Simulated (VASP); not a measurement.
HfB2: relaxation of cell and atoms with PBE

HfB2:

```
Hf B
1.0
     3.14000    0.00000    0.00000
    -1.57000    2.71932    0.00000
     0.00000    0.00000    3.48000
Hf B
1 2
Direct
  0.00000 0.00000 0.00000
  0.33333 0.66667 0.50000
  0.66667 0.33333 0.50000
```

```yaml
Program: VASP 6.6.1
Task: relaxation of cell and atoms
Functional: PBE
Potentials_or_basis: VASP PAW PBE potentials, release 64 (Hf_pv, B)
Cutoff: 600 eV
k_mesh: 15 × 15 × 12
Occupations: gaussian, width 0.1 eV
Spin: no spin polarisation
Dipole_correction: no
Further_INCAR_settings: ALGO = Normal; EDIFF = 1e-06; IBRION = 2; EDIFFG = -0.005; NSW = 100; ISIF = 3
```

The relaxed volume is 9.94 Å³/atom. The relaxed cell is a = 3.143 Å, b = 3.143 Å, c = 3.487 Å, α = 90.00°, β = 90.00°, γ = 120.00° and the space group after relaxing (to 0.05 Å) is P6/mmm (No. 191). The energy gained by relaxing is 0.1 meV/atom and the ionic steps are 4. The pressure after relaxing is 0.0 GPa. The band gap on the k mesh is none (metal or under the smearing width).

Step by step:
```tsv
step	energy change (eV)	largest force (eV/Å)	pressure (GPa)	volume (Å³)
1	0.0000	0.0000	0.96	29.71
2	0.0002	0.0000	-1.20	29.97
3	-0.0003	0.0000	-0.02	29.83
4	-0.0004	0.0000	0.01	29.83
```

Final structure:
```
Hf B
1.0
     3.14280    0.00000    0.00000
    -1.57140    2.72174    0.00000
     0.00000    0.00000    3.48706
Hf B
1 2
Direct
  0.00000 0.00000 0.00000
  0.33333 0.66667 0.50000
  0.66667 0.33333 0.50000
```

Levels at points of the mesh, in eV from the Fermi level:
| k point | band 5 | band 6 | band 7 | band 8 | band 9 | band 10 | band 11 | band 12 |
| --- | --- | --- | --- | --- | --- | --- | --- | --- |
| (0.00, 0.00, 0.00) | -3.03 | -2.91 | -2.91 | -2.82 | 3.98 | 3.98 | 4.60 | 4.60 |
| (0.00, 0.00, 0.50) | -8.38 | -1.22 | -1.22 | 0.30 | 0.30 | 0.97 | 0.97 | 2.17 |

Run time: 2.7 min on 1 thread of Intel(R) Xeon(R) Platinum 8488C (Sapphire Rapids), on a shared host, peak memory 0.24 GiB.

The run has no spin-orbit coupling, so splittings on Hf are missing. Zero-point motion and thermal expansion aren't in these numbers.
